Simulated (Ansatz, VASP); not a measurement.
**One calculation of TeMo2, two programs**

File INCAR:

```
SYSTEM = TeMo2
  PREC = Accurate
  ENCUT = 520
  EDIFF = 1E-6
  ISMEAR = 0
  SIGMA = 0.1
  LREAL = .FALSE.
  LASPH = .TRUE.
  NELM = 60
  ALGO = Normal
  ISIF = 2
  LWAVE = .FALSE.
  LCHARG = .FALSE.
  GGA = PE
  NBANDS = 24
```

File KPOINTS:

```
Automatic mesh
0
G
  6 6 6
  0 0 0
```

File POSCAR:

```
TeMo2
1.0
    0.0000000000      3.1249896995      3.1249896995
    3.1249896995      0.0000000000      3.1249896995
    3.1249896995      3.1249896995      0.0000000000
Te Mo
1 2
Direct
    0.0000000000      0.0000000000      0.0000000000
    0.2500000000      0.2500000000      0.2500000000
    0.7500000000      0.7500000000      0.7500000000
```

Input for Ansatz:

```yaml
crystal:
  lattice:
    - [0.0, 3.1249896995, 3.1249896995]
    - [3.1249896995, 0.0, 3.1249896995]
    - [3.1249896995, 3.1249896995, 0.0]
  atoms:
    - { symbol: Te, position: [0.0, 0.0, 0.0] }
    - { symbol: Mo, position: [0.25, 0.25, 0.25] }
    - { symbol: Mo, position: [0.75, 0.75, 0.75] }
basis:
  ecutwfc: 420
kpoints:
  mp_grid: { grid: [6, 6, 6] }
hamiltonian:
  xc: pbe
scf:
  occupations: { method: gaussian, width: 0.1 }
  lower_state_search: "off"
output:
  forces: true
  stress: true
  eigenvalues: true
```

Alike in both runs: task single point; functional PBE; k mesh 6 × 6 × 6; occupations gaussian, width 0.1 eV; no spin polarisation.

|  | VASP | Ansatz |
| --- | --- | --- |
| version | VASP 6.6.1 | Ansatz 0.2.0 |
| potentials or method | VASP PAW PBE potentials, release 64 (Te, Mo_sv) | scalar-relativistic, plane waves, PAW |
| plane-wave cutoff (eV) | 520 | 420 |
| valence electrons in the cell | 34 | 44 |

|  | VASP | Ansatz | Ansatz less VASP |
| --- | --- | --- | --- |
| gap on the k mesh at the Fermi level (eV) | none | none | - |
| pressure (GPa) | -1.1 | -1.1 | -0.05 |

A gap of «none» marks a metal or a gap that the smearing closes. With one functional, cell and mesh, what is left measures potentials, basis and numerics. The two sets of potentials don't hold the same shells in valence.

The runs have no spin-orbit coupling, so splittings on Te are missing.
